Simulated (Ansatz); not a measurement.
The system is Mn.

```
CELL_PARAMETERS angstrom
2.48365 0.00000 0.00000
-1.24182 2.15090 0.00000
0.00000 0.00000 4.02620
ATOMIC_POSITIONS crystal
Mn 0.33333 0.66667 0.25000
Mn 0.66667 0.33333 0.75000
```

This isn't the form of Mn at room conditions, which is a 58-atom cubic cell.

Alike in all runs: program Ansatz 0.2.0; functional PBE; potentials or basis all-electron LAPW, scalar-relativistic; cutoff 307 eV (chosen from the basis error); basis error allowed 0.001 eV/atom; k mesh 12 × 12 × 7; occupations fermi-dirac, width 0.05 eV.

Problem. Only the start or the spin constraint differs. Which run ends lowest in energy?
A. collinear spin, ferromagnetic start of up to 4 μB; fixed moment 8
B. collinear spin, ferromagnetic start of up to 3 μB; fixed moment 6
C. collinear spin, program default start, total moment locked; fixed moment 0
D. collinear spin, ferromagnetic start of up to 2 μB; fixed moment 4
E. collinear spin, ferromagnetic start of up to 1 μB; fixed moment 2
F. collinear spin, ferromagnetic start of up to 4.8 μB; fixed moment 9.6

Solution. C.

| start | free energy over the lowest (meV/atom) | net moment (μB) | site or absolute moments (μB) | gap |
| --- | --- | --- | --- | --- |
| collinear spin, ferromagnetic start of up to 1 μB; fixed moment 2 | 125.7 | - | Mn +0.98 | - |
| collinear spin, ferromagnetic start of up to 3 μB; fixed moment 6 | 894.7 | - | Mn +2.93 | - |
| collinear spin, ferromagnetic start of up to 2 μB; fixed moment 4 | 452.3 | - | Mn +1.96 | - |
| collinear spin, program default start, total moment locked; fixed moment 0 | 0.0 | - | - | - |
| collinear spin, ferromagnetic start of up to 4 μB; fixed moment 8 | 1851.0 | - | Mn +3.84 | - |
| collinear spin, ferromagnetic start of up to 4.8 μB; fixed moment 9.6 | 3749.6 | - | Mn +4.51 | - |

All polarised runs hold their moment fixed, so the table maps the energy against it. A still lower state may exist.

Caveats: the total moment is fixed, so each spin has its own Fermi level.
